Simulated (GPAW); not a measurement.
## BeS in GPAW: convergence with basis set

BeS:

```
CELL_PARAMETERS angstrom
0.00000 2.42500 2.42500
2.42500 0.00000 2.42500
2.42500 2.42500 0.00000
ATOMIC_POSITIONS crystal
S 0.75000 0.75000 0.75000
Be 0.00000 0.00000 0.00000
```

| Item | Value |
| --- | --- |
| Program | GPAW 26.7.0 |
| Task | convergence study |
| Functional | PBE |
| Potentials or basis | GPAW PAW data sets (gpaw-data 1.2.1) |
| Basis | lcao:sz(dzp) |
| Grid spacing | 0.16 Å |
| k mesh | 9 × 9 × 9 |
| Occupations | fermi-dirac, width 0.05 eV |
| Spin | no spin polarisation |

These are the settings of the first run; the series varies basis set, with any setting tied to it.

Hardware: 1 thread of Arm Neoverse V2, with other jobs on the host.

**Question.** The values tried are lcao:sz(dzp), lcao:szp(dzp), lcao:dz(dzp), lcao:dzp, fd, pw, loosest first. From which on does the gap on the mesh stay within 0.01 eV of the tightest run that finished?

**Answer.** From fd on.

```tsv
basis set	energy less the tightest run, at zero smearing (meV/atom)	gap on the mesh (eV)	SCF cycles	CPU time (s)	peak memory (GiB)
lcao:sz(dzp)	2788.84	4.601	8	5.7	0.13
lcao:szp(dzp)	487.82	5.798	7	18	0.14
lcao:dz(dzp)	1745.05	5.190	8	7.3	0.13
lcao:dzp	382.83	4.112	9	24	0.14
fd	34.32	3.194	9	11	0.16
pw	0.00	3.195	9	10	0.15
```

Not settled before the last step: the energy (to 1 meV/atom). The tightest run that finished is the yardstick and may itself not be fully converged.

Caveat, for the tightest run too: an odd mesh through Γ misses points on the zone boundary, where band edges often lie.
